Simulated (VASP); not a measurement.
Input of a VASP 6.6.1 run:

The input INCAR:

```
SYSTEM = Li2S
ALGO = Normal ; EDIFF = 1E-6
EDIFFG = -0.002 ; ENCUT = 600
GGA = PE ; IBRION = 2
ISIF = 3 ; ISMEAR = 0
LASPH = .TRUE. ; LCHARG = .FALSE.
LREAL = .FALSE. ; LWAVE = .FALSE.
NELM = 100 ; NSW = 100
PREC = Accurate ; SIGMA = 0.02
```

KPOINTS

```
k-points
0
G
  8 8 8
  0 0 0
```

POSCAR

```
Li2S
1.0
    0.0000000000      2.8351678400      2.8351678400
    2.8351678400      0.0000000000      2.8351678400
    2.8351678400      2.8351678400      0.0000000000
Li S
2 1
Direct
    0.7500000000      0.7500000000      0.7500000000
    0.2500000000      0.2500000000      0.2500000000
    0.0000000000      0.0000000000      0.0000000000
```

Potentials or basis: VASP PAW PBE potentials, release 64 (Li_sv, S).

Run with:

```sh
$ cat potpaw_PBE.64/Li_sv/POTCAR potpaw_PBE.64/S/POTCAR > POTCAR
$ mpirun -np 1 vasp_std > vasp.out
```

(1) Predict the band gap on the k mesh.

(2) What does it give for the relaxed volume?

(3) Predict the relaxed cell.

## Answers

(1) 3.39 eV, indirect (least direct gap 4.27 eV).

(2) 15.43 Å³/atom.

(3) a = 4.031 Å, b = 4.031 Å, c = 4.031 Å, α = 60.00°, β = 60.00°, γ = 60.00°.

Caveat: the cutoff is under 1.25 times the usual one of these potentials, so pressure, stress and relaxed cells hold a basis-set (Pulay) error.
